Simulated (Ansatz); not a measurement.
Set up this calculation in Ansatz 0.2.0, as the native input.

- Task: single point
- Functional: PBE
- Potentials or basis: all-electron LAPW, scalar-relativistic
- Cutoff: 273 eV (chosen from the basis error)
- Basis error allowed: 0.001 eV/atom
- k mesh: 12 × 12 × 12
- Occupations: gaussian, width 0.1 eV
- Spin: no spin polarisation

Crystal: Pd.

```
CELL_PARAMETERS angstrom
-1.57228 1.57228 1.57228
1.57228 -1.57228 1.57228
1.57228 1.57228 -1.57228
ATOMIC_POSITIONS crystal
Pd 0.00000 0.00000 0.00000
```

This isn't the form of Pd at room conditions, which is fcc.

One way to write it, as run:

input.yaml

```yaml
crystal:
  lattice:
    - [-1.572281, 1.572281, 1.572281]
    - [1.572281, -1.572281, 1.572281]
    - [1.572281, 1.572281, -1.572281]
  atoms:
    - { symbol: Pd, position: [0.0, 0.0, 0.0] }
kpoints:
  mp_grid: { grid: [12, 12, 12] }
scf:
  occupations: { method: gaussian, width: 0.1 }
hamiltonian:
  xc: pbe
  pseudopotentials: { kind: all_electron, lapw: { basis_error: 0.001 } }
output:
  forces: true
  stress: true
  eigenvalues: true
```

Potentials or basis: all-electron LAPW, scalar-relativistic.

The run is started by

```bash
$ ansatz run input.yaml --threads 1 --pin off --max-ram 3072MiB --backend cpu --events-out ev --progress --plain --runs-dir out
```

It gave:

- Pressure: -1.3 GPa
- Band gap on the k mesh: none (metal or under the smearing width)

Wall time 10 s on 1 thread of Intel(R) Xeon(R) Processor @ 2.70GHz, with other jobs on the host, peak memory 0.3 GiB.
